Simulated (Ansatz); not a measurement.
ZrSe$_{2}$: a prediction, then the measurements

Computed with Ansatz 0.2.0, DFT PBE, scalar-relativistic, plane waves, PAW.

Cutoff 420 eV; k points 12×12×6 on the computed 3-atom cell (Γ-centred); Gaussian smearing, width 0.02 eV; no spin polarisation.

Relaxed structure:

```
Zr Se
1.0
     3.79843    0.00000    0.00000
    -1.89921    3.28953    0.00000
     0.00000    0.00000    6.82363
Zr Se
1 2
Direct
  0.00000 0.00000 0.00000
  0.33333 0.66667 0.23200
  0.66667 0.33333 0.76800
```

| Property | Result |
| --- | --- |
| Space group | P-3m1 (No. 164) |
| Volume per atom | 28.42 Å³ |
| Formation energy from the elements' standard states (uncorrected) | -1.360 eV/atom |
| Kohn–Sham band gap | 0.40 eV |
| Orbital (Löwdin) character of the top 1 eV of the valence band | Se 4p 88 %, Zr 4d 9 % |
| Orbital (Löwdin) character of the lowest 1 eV of the conduction band | Zr 4d 78 %, Se 4p 18 % |
| Electronic dielectric constant xx, yy, zz (independent particles) | 15.0, 15.0, 8.3 |
| Bader charge by site (e) | Zr (1 in the cell) 1.92, Se (2 in the cell) -0.96 |

The cell holds layers, chains or molecules and no dispersion correction was added, so their binding is poorly described.

**Against measurements.**

Against the measured lattice constant a of ZrSe2, 3.79 Å (a printed reference work (data compilation)), the calculated 3.798 Å is off by +0.2 %. A measured lattice constant c of ZrSe2 is 6.18 Å (a printed reference work (data compilation)); the calculated 6.824 Å exceeds it by 10.4 %. The calculation is for 0 K without zero-point motion. A measured band gap of ZrSe2 is 1.2 eV (indirect; quoted in “Stress-Tuned Optical Transitions in Layered 1T-MX2 (M= Hf, Zr, Sn; X= S, Se) Crystals”, 2022, arxiv:2210.12074); the calculated 0.40 eV falls short of it by 0.80 eV. Kohn–Sham gaps of semilocal functionals fall short of measured ones as a rule.

It was relaxed from a cell as deposited in COD. Löwdin shares on free-atom orbitals overweight diffuse shells in the empty bands.
